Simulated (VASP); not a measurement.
Crystal: Ga.

```xyz
2
Lattice="1.4500 -4.0650 0.0000 1.4500 4.0650 0.0000 0.0000 0.0000 3.1700" Properties=species:S:1:pos:R:3 pbc="T T T"
Ga    1.4500    2.9837    2.3775
Ga    1.4500   -2.9837    0.7925
```

This isn't the form of Ga at room conditions, which is orthorhombic.

```yaml
Program: VASP 6.6.1
Task: single point
Functional: PBE
Potentials_or_basis: VASP PAW PBE potentials, release 64 (Ga_d)
Cutoff: 520 eV
k_mesh: 10 × 10 × 8
Occupations: fermi-dirac, width 0.05 eV
Spin: no spin polarisation
```

On this cell: pressure 1.5 GPa; largest force 0.214 eV/Å; band gap on the k mesh none (metal or under the smearing width).

The same run follows on a disturbed copy (atoms moved at random, drawn with an rms of 0.05 Å):

```
CELL_PARAMETERS angstrom
1.45000 -4.06500 0.00000
1.45000 4.06500 0.00000
0.00000 0.00000 3.17000
ATOMIC_POSITIONS crystal
Ga 0.14265 0.88362 0.75216
Ga 0.86304 0.14619 0.26198
```

**Question.** What does the disturbed cell give?

**Answer.** The energy (extrapolated to zero smearing) moves by -1.7 meV/atom; pressure 1.5 GPa; largest force 0.059 eV/Å; band gap on the k mesh none (metal or under the smearing width).

Forces on the atoms (eV/Å):
```
Ga  -0.010 -0.013  0.057
Ga   0.010  0.013 -0.057
```

Stress tensor (GPa, compression positive):
```
 0.28 -0.07 -0.01
-0.07  1.77  0.00
-0.01  0.00  2.56
```
